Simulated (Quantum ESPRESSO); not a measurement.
**BAs: zone-centre phonons and dielectric response under several settings**

```
As B
1.0
     0.00000    2.38850    2.38850
     2.38850    0.00000    2.38850
     2.38850    2.38850    0.00000
As B
1 1
Direct
  0.75000 0.75000 0.75000
  0.00000 0.00000 0.00000
```

All runs used Quantum ESPRESSO 7.5; potentials PseudoDojo 0.4.1 SR PBE standard; k mesh 8 × 8 × 8, shifted; no spin polarisation; cutoff 1143 eV; occupations smeared at first, fixed for the response.

```tsv
level	geometry	volume (Å³/atom)	pressure (GPa)	lowest optical mode without the field (cm⁻¹)	highest mode with the field (cm⁻¹)	ε∞ (mean)	ε0 (mean)	Born charge of atom 1 (e)
RPBE	relaxed cell	14.12	0.0	671	674	9.81	9.9	0.48
RPBE	given cell, atoms relaxed	13.63	4.9	695	700	9.66	9.8	0.58
rev-vdW-DF2	relaxed cell	?	0.0	?	?	?	?	?
PBE	relaxed cell	13.90	0.0	678	681	9.79	9.9	0.45
```

**Question.** What stands in the row left open?

**Answer.** Volume 13.74 Å³/atom; lowest optical mode without the field 683 cm⁻¹; highest mode with the field 685 cm⁻¹; ε∞ 9.71; ε0 9.8; Born charge of atom 1 0.35 e.

Caveats: the potentials were made for another functional, which shifts forces and pressure (some runs); the cell is more than 3 GPa from zero pressure, which shifts response properties (some runs); before the sum rule the acoustic modes lie tens of cm⁻¹ from zero, a sign that the density grid also shifts the optical modes (some runs).

For the row left open. Caveat: the potentials were made for another functional, which shifts forces and pressure; before the sum rule the acoustic modes lie tens of cm⁻¹ from zero, a sign that the density grid also shifts the optical modes.
